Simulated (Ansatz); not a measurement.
# GaAs: stress in a strained cell

GaAs is deformed so: zz strain of +1 %. What stress and forces result, by LAPW, PAW and all-electron datasets made for the crystal?

Program: Ansatz 0.2.0. Level of theory: DFT PBE, scalar-relativistic. These are calculated values, not measurements.

## 1. Starting point

It takes space group F-43m (No. 216, cubic). Conventional cell: a = 5.654 Å, b = 5.654 Å, c = 5.654 Å, α = 90.00°, β = 90.00°, γ = 90.00°. Around Ga (site symmetry -43m) lie 4 As at 2.45 Å. Around As (site symmetry -43m) lie 4 Ga at 2.45 Å.

Structure file:

```cif
data_structure
_symmetry_space_group_name_H-M 'P 1'
_symmetry_Int_Tables_number 1
_cell_length_a 3.9978
_cell_length_b 3.9978
_cell_length_c 3.9978
_cell_angle_alpha 60.000
_cell_angle_beta 60.000
_cell_angle_gamma 60.000
_cell_volume 45.18
loop_
_atom_site_label
_atom_site_type_symbol
_atom_site_fract_x
_atom_site_fract_y
_atom_site_fract_z
_atom_site_occupancy
Ga1 Ga 0.00000 0.00000 0.00000 1
As1 As 0.75000 0.75000 0.75000 1
```

Atoms are numbered in the order of the input: Ga1, As2.

## 2. After the deformation

Space group F-43m before, I-4m2 after.

## 3. LAPW, all electrons

Contents of input.yaml:

```yaml
crystal:
  lattice:
    - [0.0, 2.82685, 2.8551185]
    - [2.82685, 0.0, 2.8551185]
    - [2.82685, 2.82685, 0.0]
  atoms:
    - { symbol: Ga, position: [0.0, 0.0, 0.0] }
    - { symbol: As, position: [0.75, 0.75, 0.75] }
kpoints:
  mp_grid: { grid: [11, 11, 11] }
  band_path:
    path:
      - [0.0, 0.0, 0.0]
      - [0.5, 0.0, 0.5]
      - [0.75, 0.25, 0.5]
      - [0.5, 0.5, 0.5]
      - [0.0, 0.0, 0.0]
      - [0.5, 0.5, 0.0]
      - [0.6274629938, 0.6274629938, 0.2549259876]
      - [0.3725370062, 0.3725370062, 0.7450740124]
      - [0.0, 0.0, 0.0]
    npoints: 5
scf:
  occupations: { method: fermi_dirac, width: 0.05 }
hamiltonian:
  xc: pbe
  pseudopotentials: { kind: all_electron, lapw: { basis_error: 0.0005 } }
output:
  forces: true
  stress: true
  eigenvalues: true
```

On the command line:

```bash
> ansatz run input.yaml --threads 1 --pin off --max-ram 3072MiB --backend cpu --events-out ev --progress --plain --runs-dir out
```

What it wrote, cut to the lines that bear on the results:

```text
LAPW: plane waves up to 9.426 Å⁻¹, error target 5.0e-4 eV per atom; small_component_spin mean_spin; Ga in spheres of 1.237 Å, 21 of its electrons in bands, Dirac shells []; As in spheres of 1.219 Å, 23 of its electrons in bands, Dirac shells []
[...]
Pseudopotentials: kind: all_electron
Pseudopotential: Ga, LAPW, valence charge 21, Koelling and Harmon's equation, gaussian nucleus
Pseudopotential: As, LAPW, valence charge 23, Koelling and Harmon's equation, gaussian nucleus
Functional definition: PBE
[...]
Crystal: 2 atoms, lattice volume = 45.631 Å³
Basis set: ecut = 338.5024226817039 eV, 641 PW (Γ), FFT grids on a1−a2, a2, a3, exchange–correlation at level 2
Bands: 27, of which v1, the nominal top of the filled ones, is band 22 counted from 1 (21 counted from 0)
Symmetry: 8 space group operations
Space group: I-4m2 (ITA 119), of the structure as read, at distance tolerance 3.6e-5 Å
k-points: 126 of 1331 (time reversal used)
[...]
SCF iter   1: F=—  HF=-114424.617976 eV  |F-HF|=—  |Δ(HF+E_count)|=         —  Δρ=3.02e-2  dr2=5.71e-1  ethr=1.29e-3  ⟨swp⟩=2.0  Hψ=20928  notcnv=0
[...]
the basis was enlarged: its passes take 264.1 KiB over the memory plan, 1 of 1 planned eigensolver slots
[...]
SCF iter   7: F=-114424.463105 eV  HF=-114424.463105 eV  |F-HF|=1.47e-7  |Δ(HF+E_count)|=   5.39e-6  Δρ=1.28e-5  dr2=6.60e-8  ethr=5.29e-9  ⟨swp⟩=3.0  Hψ=9956  notcnv=0
[...]
NSCF: frozen V_eff on 41 k-points
SCF converged after 7 iterations
Free energy (F): -114424.463105 eV
[...]
E sigma→0 (E₀):  -114424.463093 eV
Entropy (-TS):   -0.000024 eV (-0.012 meV/atom)
Fermi energy:    9.471502 eV
[...]
--- Forces (eV/Å), atoms counted from 1 ---
  atom   1  Ga     0.00000000     0.00000000     0.00000000
  atom   2  As    -0.00000000    -0.00000000    -0.00000000
[...]
--- Stress (GPa, compression-positive) ---
        2.751213       0.000000       0.000000
        0.000000       2.751213       0.000000
        0.000000       0.000000       2.156132
  P = ⅓ Tr σ = 2.5529 GPa (25.529 kbar)
--- Band table (eV; the first three rows and the last of 126) ---
[...]
```

Wall time 34 s (1 thread of Intel Xeon 6975P-C (Granite Rapids), shared host); peak memory 0.62 GiB.

Read from it: pressure 2.55 GPa; gap 0.43 eV, direct at Γ.

## 4. PAW with frozen cores

Contents of input.yaml:

```yaml
crystal:
  lattice:
    - [0.0, 2.82685, 2.8551185]
    - [2.82685, 0.0, 2.8551185]
    - [2.82685, 2.82685, 0.0]
  atoms:
    - { symbol: Ga, position: [0.0, 0.0, 0.0] }
    - { symbol: As, position: [0.75, 0.75, 0.75] }
kpoints:
  mp_grid: { grid: [11, 11, 11] }
scf:
  occupations: { method: fermi_dirac, width: 0.05 }
hamiltonian:
  xc: pbe
  pseudopotentials: { kind: paw }
output:
  forces: true
  stress: true
  eigenvalues: true
  efg: { contact_densities: true }
```

On the command line:

```bash
> ansatz run input.yaml --threads 1 --pin off --max-ram 3072MiB --backend cpu --events-out ev --progress --plain --runs-dir out
```

What it wrote, cut to the lines that bear on the results:

```text
[...]
Pseudopotentials: kind: paw
Pseudopotential: Ga, paw, valence charge 13, recommended cutoff 420 eV (normal)
Pseudopotential: As, paw, valence charge 15, recommended cutoff 420 eV (normal)
[... 1 set-up line as earlier in the session ...]
[...]
Crystal: 2 atoms, lattice volume = 45.631 Å³
Basis set: ecut = 420 eV, 893 PW (Γ), exchange–correlation on 54×54×54 points (8 copies of the dense FFT grid, shifted against one another)
Bands: 18, of which v1, the nominal top of the filled ones, is band 14 counted from 1 (13 counted from 0)
[... 2 set-up lines as earlier in the session ...]
k-points: 126 of 1331 (time reversal used)
[...]
SCF iter   1: F=—  HF=-8639.847226 eV  |F-HF|=—  |Δ(HF+E_count)|=         —  Δρ=1.86e-3  dr2=2.74e-3  ethr=1.77e-3  ⟨swp⟩=5.9  Hψ=10986  notcnv=0
[...]
  atom   1  Ga    -0.00000000     0.00000000     0.00000000
  atom   2  As     0.00000000    -0.00000000    -0.00000000
[...]
--- Stress (GPa, compression-positive) ---
        2.749311      -0.000000       0.000000
       -0.000000       2.749311       0.000000
       -0.000000       0.000000       2.154387
  P = ⅓ Tr σ = 2.5510 GPa (25.510 kbar)
--- PAW observables at the nuclei: V_zz in 10²¹ V/m², potentials from the cell's mean, atoms counted from 1 ---
  atom   1  Ga V_zz =    -0.182249   η = 0.0000   by run symmetry: allowed
            electrostatic potential = -4130.640210 V   contact ρ = 187419.117373 e/Å³
  atom   2  As V_zz =    +0.260344   η = 0.0000   by run symmetry: allowed
            electrostatic potential = -4514.399440 V   contact ρ = 235493.519010 e/Å³
--- Band table (eV; the first three rows and the last of 126) ---
  k-point 0: bands = ["-27.0784", "-27.0784", "-27.0774", "-27.0693", "-27.0681", "-6.7169", "-6.7144", "-6.7144", "-6.6395", "-6.6379", "-4.6088", "8.0090", "8.0665", "8.0665", "8.4885", "11.7772", "11.7772", "11.8039"]
[...]
```

Run time: 5.6 s. Hardware: 1 thread of Intel Xeon 6975P-C (Granite Rapids), shared host; peak memory 0.49 GiB.

Read from it: pressure 2.55 GPa; gap on the k mesh 0.42 eV (an odd mesh misses the zone boundary); Vzz Ga1 -0.18 (η = 0.00), As2 0.26 (η = 0.00) (10²¹ V/m²).

## 5. Datasets made for this crystal

Edit input.yaml of step 4 so:

```diff
@@ -14,3 +14,3 @@
   xc: pbe
-  pseudopotentials: { kind: paw }
+  pseudopotentials: { kind: all_electron, datasets: crystal }
 output:
```

On the command line:

```bash
> ansatz run input.yaml --threads 1 --pin off --max-ram 3072MiB --backend cpu --events-out ev --progress --plain --runs-dir out
```

What it wrote, cut to the lines that bear on the results:

```text
[...]
[... 1 set-up line as earlier in the session ...]
Pseudopotential: Ga, paw, valence charge 13, recommended cutoff 220 eV (normal), Koelling and Harmon's equation, gaussian nucleus
Pseudopotential: As, paw, valence charge 15, recommended cutoff 220 eV (normal), Koelling and Harmon's equation, gaussian nucleus
[... 1 set-up line as earlier in the session ...]
[...]
Crystal: 2 atoms, lattice volume = 45.631 Å³
Basis set: ecut = 220 eV, 331 PW (Γ), exchange–correlation on 48×48×48 points (8 copies of the dense FFT grid, shifted against one another)
Bands: 13, of which v1, the nominal top of the filled ones, is band 9 counted from 1 (8 counted from 0)
[... 2 set-up lines as earlier in the session ...]
k-points: 126 of 1331 (time reversal used)
[...]
  atom   1  Ga    -0.00000000     0.00000000     0.00000000
  atom   2  As     0.00000000    -0.00000000     0.00000000
[...]
--- Stress (GPa, compression-positive) ---
        2.752242      -0.000000       0.000000
        0.000000       2.752242       0.000000
        0.000000       0.000000       2.157286
  P = ⅓ Tr σ = 2.5539 GPa (25.539 kbar)
  It holds what live shells' own plane waves past their cutoff add
--- PAW observables at the nuclei: V_zz in 10²¹ V/m², potentials from the cell's mean, atoms counted from 1 ---
  atom   1  Ga V_zz =    -0.185642   η = 0.0000   by run symmetry: allowed
            electrostatic potential = -4130.604335 V   contact ρ = 187488.820130 e/Å³
  atom   2  As V_zz =    +0.252078   η = 0.0000   by run symmetry: allowed
            electrostatic potential = -4514.329966 V   contact ρ = 235564.841456 e/Å³
--- Band table (eV; the first three rows and the last of 126) ---
  k-point 0: bands = ["-5.5535", "-5.5511", "-5.5511", "-5.4766", "-5.4753", "-3.4495", "9.1669", "9.2244", "9.2244", "9.6516", "12.9365"]
[...]
```

It took 10 s on 1 thread of Intel Xeon 6975P-C (Granite Rapids), shared host; peak memory 0.65 GiB.

This run gives: pressure 2.55 GPa; gap on the k mesh 0.43 eV (an odd mesh misses the zone boundary); Vzz Ga1 -0.19 (η = 0.00), As2 0.25 (η = 0.00) (10²¹ V/m²).

## 6. Side by side

Stress (GPa, compression positive):

```
          method    xx    yy    zz    yz    xz    xy
            LAPW  2.75  2.75  2.16  0.00  0.00  0.00
             PAW  2.75  2.75  2.15  0.00  0.00  0.00
crystal datasets  2.75  2.75  2.16  0.00  0.00  0.00
```

| method | pressure (GPa) | gap on the k mesh (eV) | Vzz Ga1 (10²¹ V/m²) | Vzz As2 (10²¹ V/m²) | SCF cycles, all passes |
| --- | --- | --- | --- | --- | --- |
| LAPW | 2.55 | 0.43 | – | – | 7 |
| PAW | 2.55 | 0.42 | -0.18 | 0.26 | 6 |
| crystal datasets | 2.55 | 0.43 | -0.19 | 0.25 | 8 |

## 7. Summary of results

```
                                 quantity                                           value
                                 pressure  LAPW 2.55, PAW 2.55, crystal datasets 2.55 GPa
largest shear or deviatoric stress (LAPW)                                        0.40 GPa
```

**Reading.** The largest part of the stress beyond the pressure is 0.40 GPa in size, in the zz component; the atoms are carried along and not relaxed. No run of the undeformed cell stands beside it, so the pressure holds what the given cell had before the change. PAW: stress within 0.01 GPa of LAPW. Crystal datasets: stress within 0.01 GPa of LAPW.
